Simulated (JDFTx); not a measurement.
Crystal: BP.

```
CELL_PARAMETERS angstrom
0.00000 2.26900 2.26900
2.26900 0.00000 2.26900
2.26900 2.26900 0.00000
ATOMIC_POSITIONS crystal
P 0.75000 0.75000 0.75000
B 0.00000 0.00000 0.00000
```

Base run:

```yaml
Program: JDFTx 1.7.0 (patched build)
Functional: PBE
Potentials_or_basis: PseudoDojo-SR-PBE-0.5-standard
Cutoff: 1034 eV
Density_cutoff: 4136 eV
k_mesh: 10 × 10 × 10
Occupations: fermi-dirac, width 0.05 eV
Spin: no spin polarisation
```

Its results: band gap on the k mesh 1.25 eV, indirect (least direct gap 3.41 eV); pressure 1.0 GPa.

The run is repeated on the same cell with these changes: functional from PBE to BLYP; density cutoff from 4136 eV to 8272 eV. What comes out?

Band gap on the k mesh 1.52 eV, indirect (least direct gap 3.58 eV); pressure 7.1 GPa.

BLYP binds less tightly than PBE, so the same cell stands under more pressure.

Caveats: the empty levels aren't tightly converged; the potentials were made for another functional, which shifts forces and pressure (some runs).

A k mesh can miss the band edges.

Not every run made on this cell is shown here.
